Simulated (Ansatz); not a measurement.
## Ti3SiC2: response to strain

Start from Ti$_{3}$SiC$_{2}$ (space group P6_3/mmc, No. 194).

```
CELL_PARAMETERS angstrom
      3.07276     0.00000     0.00000
     -1.53638     2.66109     0.00000
      0.00000     0.00000    17.72285
ATOMIC_POSITIONS crystal
  Ti 0.00000 0.00000 0.00000
  Ti 0.00000 0.00000 0.50000
  Ti 0.33333 0.66667 0.13489
  Ti 0.66667 0.33333 0.63489
  Ti 0.66667 0.33333 0.86511
  Ti 0.33333 0.66667 0.36511
  Si 0.00000 0.00000 0.25000
  Si 0.00000 0.00000 0.75000
  C  0.33333 0.66667 0.57233
  C  0.66667 0.33333 0.07233
  C  0.66667 0.33333 0.42767
  C  0.33333 0.66667 0.92767
```

Cartesian axes are those of the cell as printed.

Strains are applied to the cell and any free atomic positions relax; under biaxial strain the out-of-plane vector relaxes too; under stress the whole cell relaxes.

All numbers come from PBE (Ansatz, an electronic-structure program; PAW; 420 eV plane waves; no SOC).

Notes on the quantities. energy relative to the base: free energy F; pressure: mean of the normal stresses, compression positive.

| change | energy relative to the base | volume per atom | pressure |
|---|---|---|---|
| base | 0 meV/atom | 12.08 Å³ | 0.0 GPa |
| biaxial strain +4.63 %, plane normal [001], relaxed out of plane | – | 12.88 Å³ | -10.4 GPa |
| isotropic strain −5.27 % | [?] | 10.27 Å³ | [?] |
| isotropic strain −2.62 % | +47 meV/atom | 11.15 Å³ | 17.4 GPa |
| isotropic strain +1.22 % | +8.9 meV/atom | 12.52 Å³ | -6.2 GPa |
| isotropic strain +2.45 % | +34 meV/atom | 12.99 Å³ | -11.4 GPa |
| uniaxial strain ε_yy = −5.75 % | +50 meV/atom | 11.38 Å³ | 12.5 GPa |
| uniaxial strain ε_zz = +0.49 % | +0.3 meV/atom | 12.14 Å³ | -0.9 GPa |
| uniaxial stress, 1 GPa compression along x | +0.1 meV/atom | 12.05 Å³ | – |

Problem. Complete the table.

Solution. 
- isotropic strain −5.27 %, energy relative to the base: +0.207 eV/atom
- isotropic strain −5.27 %, pressure: 42.1 GPa

Without a gap, meshes like the base's 14×14×3 leave anisotropic stresses uncertain by several tenths of a GPa, and small strain energies with them. Beyond what the load breaks, stability against distortions was not tested. All final runs are without spin polarisation.
